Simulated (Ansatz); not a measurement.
# O (sc type): a single-point run

Aim: a sound single-point run of O (sc type).

Program: Ansatz 0.2.0. Level of theory: Kohn-Sham DFT, with the functional, basis and potentials that each input names (as first typed). These are calculated values, not measurements.

### 1 The structure to begin with

Symmetry: Pm-3m, No. 221, cubic system. The conventional cell has a = 1.970 Å, b = 1.970 Å, c = 1.970 Å, α = 90.00°, β = 90.00°, γ = 90.00°. O (site symmetry m-3m) has 6 O at 1.97 Å as nearest neighbours.

As a file:

```cif
data_structure
_symmetry_space_group_name_H-M 'Pm-3m'
_symmetry_Int_Tables_number 221
_cell_length_a 1.9701
_cell_length_b 1.9701
_cell_length_c 1.9701
_cell_angle_alpha 90.000
_cell_angle_beta 90.000
_cell_angle_gamma 90.000
_cell_volume 7.65
loop_
_atom_site_label
_atom_site_type_symbol
_atom_site_symmetry_multiplicity
_atom_site_Wyckoff_symbol
_atom_site_fract_x
_atom_site_fract_y
_atom_site_fract_z
_atom_site_occupancy
O1 O 1 a 0.00000 0.00000 0.00000 1
```

### 2 Input and run

The input, input.yaml:

```yaml
crystal:
  lattice:
    - [1.9701479522, 0.0, 0.0]
    - [0.0, 1.9701479522, 0.0]
    - [0.0, 0.0, 1.9701479522]
  atoms:
    - { symbol: O, position: [0.0, 0.0, 0.0] }
kpoints:
  mp_grid: { grid: [18, 18, 18] }
scf:
  occupations: { method: fermi_dirac, width: 0.03 }
  max_iter: 80
hamiltonian:
  xc: pbe
  pseudopotentials: { kind: all_electron, lapw: { basis_error: 0.001 } }
  hubbard: { sites: [{ species: O, l: p, u_eff: 40.0 }] }
output:
  forces: true
  stress: true
  eigenvalues: true
```

On the command line:

```sh
ansatz run input.yaml --threads 1 --pin off --max-ram 2048MiB --backend cpu --events-out ev --progress --plain --runs-dir out
```

Q: Will this input give a usable result? If not, why, and what should change?

This run ends as converged, with warnings (filled band counts differ across k points). That alone doesn't make the input a sound one.

In the input, hamiltonian.hubbard.sites is [{species: O, l: p, u_eff: 40.0}]. A U of this value distorts the shell's occupations and the levels near the Fermi energy.

The test: delete hamiltonian.hubbard.sites.
